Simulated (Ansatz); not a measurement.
The system is NaI.

```
CELL_PARAMETERS angstrom
0.00000 3.23640 3.23640
3.23640 0.00000 3.23640
3.23640 3.23640 0.00000
ATOMIC_POSITIONS crystal
I 0.50000 0.50000 0.50000
Na 0.00000 0.00000 0.00000
```

Base run:

* Program: Ansatz 0.2.0
* Functional: PBE
* Potentials or basis: all-electron PAW datasets made for the crystal
* Cutoff: 260 eV (chosen from the basis error)
* k mesh: 6 × 6 × 6
* Occupations: fermi-dirac, width 0.05 eV
* Spin: no spin polarisation

Its results: band gap on the k mesh 3.64 eV, direct; pressure 0.4 GPa.

Q: The run is repeated on the same cell with these changes: functional from PBE to PBE0; cutoff from 260 eV (chosen from the basis error) to 290 eV (chosen from the basis error). What comes out?

A: Band gap on the k mesh 5.34 eV, direct; pressure 0.1 GPa.

PBE0 gives the wider gap, since exact exchange removes part of the self-interaction.

Caveats: spin-orbit coupling is left out, which moves the levels of the heavy elements.

